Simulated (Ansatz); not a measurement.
**An S vacancy in zincblende MgS, 63 atoms, charge 0**

Aim: the barrier for an atom's jump, from a relaxed start and a climbing-image band; single points by other levels frame it (PBEsol and HSE06).

All numbers are computed with Ansatz 0.2.0 (PAW, plane waves).

**1. The system as built**

63 atoms (32 Mg, 31 S); a = 11.303 Å, b = 11.303 Å, c = 11.303 Å, α = 90.00°, β = 90.00°, γ = 90.00°. All atoms were shaken off their sites by about 0.02 Å along each axis. Defect site 1: (0.625, 0.625, 0.625).

Steps to follow: (2) PBEsol relaxation at the single k point (¼, ¼, ¼), on 1 × NVIDIA GB200 with 8 threads of Arm Neoverse-V2; (3) HSE06 single point at the single k point (¼, ¼, ¼), on 1 × NVIDIA GB200 with 8 threads of Arm Neoverse-V2; (4) PBEsol band at the single k point (¼, ¼, ¼), on 1 × NVIDIA GB200 with 8 threads of Arm Neoverse-V2; (5) HSE06 single point at the single k point (¼, ¼, ¼), on 1 × NVIDIA GB200 with 8 threads of Arm Neoverse-V2.

**2. Relaxation of the positions (PBEsol)**

Contents of in.yaml:

```yaml
crystal:
  lattice:
    - [11.303065, 0.000000, 0.000000]
    - [0.000000, 11.303065, 0.000000]
    - [0.000000, 0.000000, 11.303065]
  atoms:
    - { symbol: Mg, position: [0.997488, 0.999036, 0.000368] }
    - { symbol: Mg, position: [0.998765, 0.002634, 0.498957] }
    - { symbol: Mg, position: [0.001487, 0.498307, 0.997090] }
    - { symbol: Mg, position: [0.003091, 0.500228, 0.498127] }
    - { symbol: Mg, position: [0.504344, 0.999422, 0.000140] }
    - { symbol: Mg, position: [0.501286, 0.998715, 0.498925] }
    - { symbol: Mg, position: [0.498849, 0.498909, 0.997082] }
    - { symbol: Mg, position: [0.502236, 0.500656, 0.498382] }
    - { symbol: Mg, position: [0.248128, 0.247983, 0.999535] }
    - { symbol: Mg, position: [0.251337, 0.249966, 0.501374] }
    - { symbol: Mg, position: [0.250826, 0.749545, 0.998971] }
    - { symbol: Mg, position: [0.248545, 0.751773, 0.498308] }
    - { symbol: Mg, position: [0.749691, 0.249755, 0.999182] }
    - { symbol: Mg, position: [0.750192, 0.251747, 0.499893] }
    - { symbol: Mg, position: [0.748924, 0.750387, 0.998073] }
    - { symbol: Mg, position: [0.752892, 0.748357, 0.498346] }
    - { symbol: Mg, position: [0.247556, 0.000374, 0.250485] }
    - { symbol: Mg, position: [0.252109, 0.001439, 0.749603] }
    - { symbol: Mg, position: [0.250676, 0.499980, 0.252747] }
    - { symbol: Mg, position: [0.248954, 0.504228, 0.748554] }
    - { symbol: Mg, position: [0.752994, 0.000560, 0.251155] }
    - { symbol: Mg, position: [0.747756, 0.000849, 0.751103] }
    - { symbol: Mg, position: [0.750269, 0.500507, 0.248557] }
    - { symbol: Mg, position: [0.748751, 0.501298, 0.753600] }
    - { symbol: Mg, position: [0.000232, 0.248184, 0.251709] }
    - { symbol: Mg, position: [0.001416, 0.252047, 0.752291] }
    - { symbol: Mg, position: [0.999075, 0.749996, 0.248633] }
    - { symbol: Mg, position: [0.997599, 0.750129, 0.749535] }
    - { symbol: Mg, position: [0.499757, 0.247269, 0.249690] }
    - { symbol: Mg, position: [0.500071, 0.250328, 0.747834] }
    - { symbol: Mg, position: [0.495576, 0.747859, 0.250191] }
    - { symbol: Mg, position: [0.500472, 0.751811, 0.748075] }
    - { symbol: S, position: [0.127912, 0.124913, 0.126502] }
    - { symbol: S, position: [0.125932, 0.124041, 0.625271] }
    - { symbol: S, position: [0.124175, 0.626241, 0.125150] }
    - { symbol: S, position: [0.125838, 0.624512, 0.626207] }
    - { symbol: S, position: [0.625088, 0.127202, 0.123391] }
    - { symbol: S, position: [0.623130, 0.124875, 0.625758] }
    - { symbol: S, position: [0.623676, 0.624647, 0.125555] }
    - { symbol: S, position: [0.373960, 0.371240, 0.124288] }
    - { symbol: S, position: [0.375813, 0.372991, 0.625589] }
    - { symbol: S, position: [0.375795, 0.873793, 0.122214] }
    - { symbol: S, position: [0.376340, 0.875914, 0.626728] }
    - { symbol: S, position: [0.877792, 0.373178, 0.126746] }
    - { symbol: S, position: [0.875384, 0.377869, 0.625154] }
    - { symbol: S, position: [0.875360, 0.874865, 0.125998] }
    - { symbol: S, position: [0.872188, 0.877139, 0.622408] }
    - { symbol: S, position: [0.372904, 0.125816, 0.378088] }
    - { symbol: S, position: [0.375109, 0.123867, 0.875690] }
    - { symbol: S, position: [0.375103, 0.624860, 0.372140] }
    - { symbol: S, position: [0.378653, 0.625933, 0.874398] }
    - { symbol: S, position: [0.871375, 0.126168, 0.372470] }
    - { symbol: S, position: [0.877676, 0.125591, 0.875387] }
    - { symbol: S, position: [0.875572, 0.623020, 0.376531] }
    - { symbol: S, position: [0.874139, 0.627750, 0.873262] }
    - { symbol: S, position: [0.123307, 0.376304, 0.375306] }
    - { symbol: S, position: [0.124922, 0.372919, 0.877171] }
    - { symbol: S, position: [0.127040, 0.878963, 0.372810] }
    - { symbol: S, position: [0.124564, 0.878171, 0.871679] }
    - { symbol: S, position: [0.623863, 0.372503, 0.377582] }
    - { symbol: S, position: [0.620179, 0.374700, 0.874971] }
    - { symbol: S, position: [0.622630, 0.878399, 0.374461] }
    - { symbol: S, position: [0.626828, 0.873286, 0.875281] }
  symmetry: { detect: false }
kpoints:
  mp_grid: { grid: [1, 1, 1], shift: [0.25, 0.25, 0.25] }
hamiltonian:
  xc: pbesol
scf:
  occupations: { method: fermi_dirac, width: 0.01 }
relax:
  f_tol: 0.03
  max_steps: 80
  escape_saddle: false
  adjacent_minimum: "off"
output:
  forces: true
  eigenvalues: true
  populations: true
```

The run is started by

```sh
$ ansatz run in.yaml --threads 8 --pin off --max-ram 118750MiB --runs-dir r --events-out ev --progress --plain --backend cuda --devices 0, --max-vram 170GiB
```

Further steps of the session: HSE06 single point; Nudged elastic band for the jump; Single point with HSE06.

**Question.** What will these runs give? Wanted: for each run, top filled to lowest empty.

The runs gave:

```
                   level        time  top filled to lowest empty (eV)
      PBEsol, relaxation   3 s (GPU)                             2.41
                   HSE06  14 s (GPU)                             3.17
HSE06, at the band's top  17 s (GPU)                             0.83
```

```
                   quantity                             value
                 relaxation  4 recorded steps, 0.57 eV gained
              largest shift                     0.25 Å (Mg16)
barrier forwards, backwards                     2.35, 2.35 eV
                       jump                       S by 3.86 Å
            band iterations                                10
    top less start by HSE06                           2.82 eV
```

The relaxation lowers the energy by 0.57 eV; the largest shift is 0.25 Å (Mg16). The PBEsol barrier is 2.35 eV forwards and 2.35 eV back, about 91 times kT at 300 K. The cell's size and k points aren't converged for it. The top is a first-order saddle. On the same two geometries HSE06 gives 2.82 eV. At the same k points, PBEsol gives a spacing 0.76 eV smaller than the 3.17 eV of HSE06. In a defect cell this spacing can involve defect levels, so it need not be the gap.
